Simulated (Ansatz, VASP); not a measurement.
## AlP in two plane-wave programs

Wanted: the spread between two codes on one cell, functional and k mesh.

Calculated with Ansatz 0.2.0; plane waves, with VASP 6.6.1 beside it; G0W0 gap at PBE.

## 1. The starting structure

Symmetry: F-43m, No. 216, cubic system. Conventional cell: a = 5.473 Å, b = 5.473 Å, c = 5.473 Å, α = 90.00°, β = 90.00°, γ = 90.00°. Al has 4 P at 2.37 Å nearest. P has 4 Al at 2.37 Å nearest. Farther neighbours are not listed.

Structure file:

```xyz
2
Lattice="0.0000 2.7365 2.7365 2.7365 0.0000 2.7365 2.7365 2.7365 0.0000" Properties=species:S:1:pos:R:3 pbc="T T T"
Al    0.0000    0.0000    0.0000
P     4.1047    4.1047    4.1047
```

## 2. VASP: G0W0 gap, PBE

Quasiparticle shifts depend on high empty states and on the cores, so they are the hardest test of two PAW sets.

Lines of VASP's logs that name or quote its potential files are left out, and so is its time.

The run reads the wave functions of an earlier VASP run, which isn't shown here.

File INCAR:

```
SYSTEM = AlP
PREC = Accurate
ENCUT = 300
ISMEAR = 0
SIGMA = 0.01
LREAL = .FALSE.
GGA = PE
NBANDS = 96
ALGO = EVGW0
NELMGW = 1
ENCUTGW = 100
NOMEGA = 48
PRECFOCK = Fast
NBANDSGW = 16
LWAVE = .FALSE.
LCHARG = .FALSE.
```

File POSCAR:

```
AlP
1.0
    0.0000000000      2.7364837130      2.7364837130
    2.7364837130      0.0000000000      2.7364837130
    2.7364837130      2.7364837130      0.0000000000
Al P
1 1
Direct
    0.0000000000      0.0000000000      0.0000000000
    0.7500000000      0.7500000000      0.7500000000
```

File KPOINTS:

```
Automatic mesh
0
Gamma
6 6 6
0 0 0
```

The projector-augmented-wave data sets are Al_GW and P_GW (PBE family, release 64).

The run is started by

```bash
> mpirun -np 8 vasp_std
```

Numbers of over 12 decimals in the logs are rounded to 6 here.

What it wrote:

```text
[banner, memory and clock lines left out]
running    8 mpi-ranks, on    1 nodes
 distrk:  each k-point on    8 cores,    1 groups
 distr:  one band on    1 cores,    8 groups

 POSCAR found type information on POSCAR AlP
 POSCAR found :  2 types and       2 ions
|                                                                             |
|           W    W    AA    RRRRR   N    N  II  N    N   GGGG   !!!           |
|           W    W   A  A   R    R  NN   N  II  NN   N  G    G  !!!           |
|           W    W  A    A  R    R  N N  N  II  N N  N  G       !!!           |
|           W WW W  AAAAAA  RRRRR   N  N N  II  N  N N  G  GGG   !            |
|           WW  WW  A    A  R   R   N   NN  II  N   NN  G    G                |
|           W    W  A    A  R    R  N    N  II  N    N   GGGG   !!!           |
|                                                                             |
|     For optimal performance we recommend to set                             |
|       NCORE = 2 up to number-of-cores-per-socket                            |
|     NCORE specifies how many cores store one orbital (NPAR=cpu/NCORE).      |
|     This setting can greatly improve the performance of VASP for DFT.       |
|     The default, NCORE=1 might be grossly inefficient on modern             |
|     multi-core architectures or massively parallel machines. Do your        |
|     Unfortunately you need to use the default for GW and RPA                |
|     calculations (for HF NCORE is supported but not extensively tested      |
|     yet).                                                                   |
|                                                                             |

|                                                                             |
|           W    W    AA    RRRRR   N    N  II  N    N   GGGG   !!!           |
|           W    W   A  A   R    R  NN   N  II  NN   N  G    G  !!!           |
|           W    W  A    A  R    R  N N  N  II  N N  N  G       !!!           |
|           W WW W  AAAAAA  RRRRR   N  N N  II  N  N N  G  GGG   !            |
|           WW  WW  A    A  R   R   N   NN  II  N   NN  G    G                |
|           W    W  A    A  R    R  N    N  II  N    N   GGGG   !!!           |
|                                                                             |
|     The default for ENCUTGWSOFT is different in this version of VASP.       |
|     please manually set ENCUTGWSOFT =100 in the INCAR file.                 |
|                                                                             |

 LDA part: xc-table for (Slater+PW92), standard interpolation
 found WAVECAR, reading the header
 POSCAR, INCAR and KPOINTS ok, starting setup
 FFT: planning ... GRIDC
 FFT: planning ... GRID_SOFT
 FFT: planning ... GRID
 reading WAVECAR
 the WAVECAR file was read successfully
 initial charge from wavefunction
 available memory per node:     31.53 GB, setting MAXMEM to     32289

 The Fermi energy was updated, please check that it is located mid-gap
 values below the HOMO (VB) or above the LUMO (CB) will cause erroneous energies
 E-fermi :   4.6057

 calculate exact exchange contribution
 the WAVEDER file was read successfully
energies w=
    0.000    0.000    0.600    0.000    1.198    0.000    1.790    0.000
    2.377    0.000    2.954    0.000    3.523    0.000    4.081    0.000
    4.628    0.000    5.166    0.000    5.694    0.000    6.213    0.000
    6.725    0.000    7.231    0.000    7.733    0.000    8.231    0.000
    8.729    0.000    9.227    0.000    9.729    0.000   10.237    0.000
   10.752    0.000   11.279    0.000   11.819    0.000   12.378    0.000
   12.957    0.000   13.562    0.000   14.198    0.000   14.871    0.000
   15.587    0.000   16.357    0.000   17.189    0.000   18.097    0.000
   19.096    0.000   20.205    0.000   21.450    0.000   22.863    0.000
   24.487    0.000   26.379    0.000   28.620    0.000   31.320    0.000
   34.646    0.000   38.847    0.000   44.322    0.000   51.755    0.000
   62.406    0.000   78.907    0.000  107.798    0.000  171.104    0.000
 responsefunction array rank=     104
 LDA part: xc-table for (Slater+PW92), standard interpolation

 min. memory requirement per mpi rank    120.0 MB, per node    960.3 MB

 allocating   6 responsefunctions rank=   104
 shmem allocating  48 responsefunctions rank=   104
 response function shared by NCSHMEM nodes    1
 Doing            6  frequencies on each core in blocks of           48
NQ=   1    0.0000    0.0000    0.0000,
|.........|.........|.........|.........|.........|.........|.........|.........
 performed        208000 updates of chi_q(r,r)
 total number of BLAS operations         13.19 Gflops
NQ=   2    0.1667    0.0000    0.0000,
|.........|.........|.........|.........|.........|.........|.........|.........
 performed        625000 updates of chi_q(r,r)
 total number of BLAS operations         43.30 Gflops
NQ=   3    0.3333    0.0000    0.0000,
|.........|.........|.........|.........|.........|.........|.........|.........
 performed       1042000 updates of chi_q(r,r)
 total number of BLAS operations         71.54 Gflops
NQ=   4    0.5000    0.0000    0.0000,
|.........|.........|.........|.........|.........|.........|.........|.........
 performed       1385000 updates of chi_q(r,r)
 total number of BLAS operations         93.78 Gflops
NQ=   5    0.1667    0.1667    0.0000,
|.........|.........|.........|.........|.........|.........|.........|.........
 performed       1802000 updates of chi_q(r,r)
 total number of BLAS operations        120.21 Gflops
NQ=   6    0.3333    0.1667    0.0000,
|.........|.........|.........|.........|.........|.........|.........|.........
 performed       2483000 updates of chi_q(r,r)
 total number of BLAS operations        163.37 Gflops
NQ=   7    0.5000    0.1667    0.0000,
|.........|.........|.........|.........|.........|.........|.........|.........
 performed       3164000 updates of chi_q(r,r)
 total number of BLAS operations        210.51 Gflops
NQ=   8   -0.3333    0.1667    0.0000,
|.........|.........|.........|.........|.........|.........|.........|.........
 performed       3845000 updates of chi_q(r,r)
 total number of BLAS operations        258.66 Gflops
NQ=   9   -0.1667    0.1667    0.0000,
|.........|.........|.........|.........|.........|.........|.........|.........
 performed       4427000 updates of chi_q(r,r)
 total number of BLAS operations        297.28 Gflops
NQ=  10    0.3333    0.3333    0.0000,
|.........|.........|.........|.........|.........|.........|.........|.........
 performed       4844000 updates of chi_q(r,r)
 total number of BLAS operations        323.11 Gflops
NQ=  11    0.5000    0.3333    0.0000,
|.........|.........|.........|.........|.........|.........|.........|.........
 performed       5525000 updates of chi_q(r,r)
 total number of BLAS operations        372.30 Gflops
NQ=  12   -0.3333    0.3333    0.0000,
|.........|.........|.........|.........|.........|.........|.........|.........
 performed       6107000 updates of chi_q(r,r)
 total number of BLAS operations        419.87 Gflops
NQ=  13    0.5000    0.5000    0.0000,
|.........|.........|.........|.........|.........|.........|.........|.........
 performed       6407000 updates of chi_q(r,r)
 total number of BLAS operations        440.20 Gflops
NQ=  14    0.5000    0.3333    0.1667,
|.........|.........|.........|.........|.........|.........|.........|.........
 performed       7180000 updates of chi_q(r,r)
 total number of BLAS operations        491.44 Gflops
NQ=  15   -0.3333    0.3333    0.1667,
|.........|.........|.........|.........|.........|.........|.........|.........
 performed       7904000 updates of chi_q(r,r)
 total number of BLAS operations        542.63 Gflops
NQ=  16   -0.3333    0.5000    0.1667,
|.........|.........|.........|.........|.........|.........|.........|.........
 performed       8489000 updates of chi_q(r,r)
 total number of BLAS operations        587.65 Gflops
 resolving degeneracies of screened two electron integrals

 calculate QP shifts <psi_nk| G(iteration)W_0 |psi_nk>: iteration 1
 entering main loop
```

From OUTCAR (step 2):

```text
ion  position               nearest neighbor table
   1  0.000  0.000  0.000-   2 2.37   2 2.37   2 2.37   2 2.37
   2  0.750  0.750  0.750-   1 2.37   1 2.37   1 2.37   1 2.37

  LATTYP: Found a face centered cubic cell.
 ALAT       =     5.4729674260

 Subroutine GETGRP returns: Found 24 space group operations
 (whereof 24 operations were pure point group operations)

The static configuration has the point symmetry T_d .

 Found     16 irreducible k-points:

   k-points           NKPTS =     16   k-points in BZ     NKDIM =    216   number of bands    NBANDS=     96

   dimension x,y,z NGX =    24 NGY =   24 NGZ =   24
   dimension x,y,z NGXF=    48 NGYF=   48 NGZF=   48

   ENCUT  =  300.0 eV  22.05 Ry    4.70 a.u.   5.47  5.47  5.47*2*pi/ulx,y,z

   NELECT =       8.0000    total number of electrons

  energy-cutoff  :      300.00
  volume of cell :       40.98
      direct lattice vectors                 reciprocal lattice vectors
     0.000000000  2.736483713  2.736483713    -0.182716235  0.182716235  0.182716235
     2.736483713  0.000000000  2.736483713     0.182716235 -0.182716235  0.182716235
     2.736483713  2.736483713  0.000000000     0.182716235  0.182716235 -0.182716235

 k-points in reciprocal lattice and weights: Automatic mesh
   0.00000000  0.00000000  0.00000000       0.005
   0.16666667  0.00000000  0.00000000       0.037
   0.33333333  0.00000000  0.00000000       0.037
   0.50000000  0.00000000  0.00000000       0.019
   0.16666667  0.16666667  0.00000000       0.028
   0.33333333  0.16666667  0.00000000       0.111
   0.50000000  0.16666667  0.00000000       0.111
  -0.33333333  0.16666667  0.00000000       0.111
  -0.16666667  0.16666667  0.00000000       0.056
[...]
-0.33333333  0.33333333  0.16666667       0.111
  -0.33333333  0.50000000  0.16666667       0.056

 E-fermi :   4.6057

 QP shifts <psi_nk| G(iteration)W_0 |psi_nk>: iteration 1
 for sc-GW calculations column KS-energies equals QP-energies in previous step
 and V_xc(KS)=  KS-energies - (<T + V_ion + V_H > + <T+V_H+V_ion>^1  + <V_x>^1)
 k-point   1 :       0.0000    0.0000    0.0000
  band No.  KS-energies  QP-energies   sigma(KS)   V_xc(KS)     V^pw_x(r,r')   Z            occupation Imag(sigma)
      1      -7.6581      -8.1450     -11.7985     -11.0691     -18.4007       0.6675       2.0000       1.2572
      2       3.8090       3.2772     -12.6446     -11.9441     -13.9440       0.7591       2.0000       0.0597
      3       3.8090       3.2772     -12.6446     -11.9441     -13.9440       0.7591       2.0000       0.0597
      4       3.8090       3.2772     -12.6446     -11.9441     -13.9440       0.7591       2.0000       0.0597
      5       7.0484       7.4314      -9.6386     -10.1361      -5.6734       0.7699       0.0000      -0.0783
      6       8.3571       8.7552      -9.1125      -9.6359      -4.9031       0.7608       0.0000      -0.0904
      7       8.3571       8.7552      -9.1125      -9.6359      -4.9031       0.7608       0.0000      -0.0904
      8       8.3571       8.7552      -9.1125      -9.6359      -4.9031       0.7608       0.0000      -0.0904
    ...

 k-point   2 :       0.1667    0.0000    0.0000
  band No.  KS-energies  QP-energies   sigma(KS)   V_xc(KS)     V^pw_x(r,r')   Z            occupation Imag(sigma)
      1      -7.3574      -7.8314     -11.8626     -11.1522     -18.3604       0.6673       2.0000       1.2081
      2       1.9429       1.3493     -11.9403     -11.1397     -13.7714       0.7415       2.0000       0.0808
      3       3.5684       3.0228     -12.5280     -11.8070     -13.8865       0.7568       2.0000       0.0609
      4       3.5684       3.0228     -12.5280     -11.8070     -13.8865       0.7568       2.0000       0.0609
      5       7.4000       7.7760      -9.3168      -9.8061      -5.3188       0.7685       0.0000      -0.0799
      6       8.7894       9.1934      -9.2048      -9.7391      -4.8574       0.7562       0.0000      -0.0982
      7       8.7894       9.1934      -9.2048      -9.7391      -4.8574       0.7562       0.0000      -0.0982
      8       9.4306       9.8161      -9.8281     -10.3421      -5.3849       0.7502       0.0000      -0.1115
    ...

 k-point   3 :       0.3333    0.0000    0.0000
  band No.  KS-energies  QP-energies   sigma(KS)   V_xc(KS)     V^pw_x(r,r')   Z            occupation Imag(sigma)
      1      -6.5757      -7.0235     -12.1062     -11.4432     -18.3280       0.6755       2.0000       1.0736
      2      -0.5076      -1.1620     -11.3787     -10.4507     -14.3449       0.7053       2.0000       0.1739
      3       3.1989       2.6269     -12.4307     -11.6720     -13.9247       0.7539       2.0000       0.0646
      4       3.1989       2.6269     -12.4307     -11.6720     -13.9247       0.7539       2.0000       0.0646
      5       6.8338       7.1851      -9.1901      -9.6445      -5.3547       0.7732       0.0000      -0.0745
      6       8.8481       9.2221      -8.9469      -9.4398      -4.5798       0.7587       0.0000      -0.1001
      7       8.8481       9.2221      -8.9469      -9.4398      -4.5798       0.7587       0.0000      -0.1001
      8      11.7047      11.9393      -9.2895      -9.6095      -4.0627       0.7334       0.0000      -0.2248
    ...

 k-point   4 :       0.5000    0.0000    0.0000
  band No.  KS-energies  QP-energies   sigma(KS)   V_xc(KS)     V^pw_x(r,r')   Z            occupation Imag(sigma)
      1      -5.9962      -6.4183     -12.4070     -11.7887     -18.4352       0.6826       2.0000       0.9795
      2      -1.6889      -2.3639     -10.9631      -9.9904     -14.4735       0.6939       2.0000       0.2697
      3       3.0497       2.4672     -12.4132     -11.6382     -13.9692       0.7517       2.0000       0.0665
      4       3.0497       2.4672     -12.4132     -11.6382     -13.9692       0.7517       2.0000       0.0665
      5       6.5960       6.9410      -9.1972      -9.6427      -5.4274       0.7742       0.0000      -0.0723
      6       8.6241       8.9794      -8.8016      -9.2675      -4.5002       0.7626       0.0000      -0.0962
      7       8.6241       8.9794      -8.8016      -9.2675      -4.5002       0.7626       0.0000      -0.0962
      8      12.0666      12.0886      -8.1411      -8.1708      -2.8330       0.7401       0.0000      -0.2576
    ...

[... 4 further parts left out ...]
```

(Continued in part 2 of 2.)

[Lines on the potential files, build, host, timing and source positions are cut from VASP's logs without a mark.]

[Logs are printed without paths, hosts, clocks, repeated set-up lines and the standing remarks that a program may print on its own settings, such as how far it seeks lower states.]

[Hosts, paths, dates, database ids (printed as entryN), source tags and the programs' standing remarks are cut or masked in the printed files.]
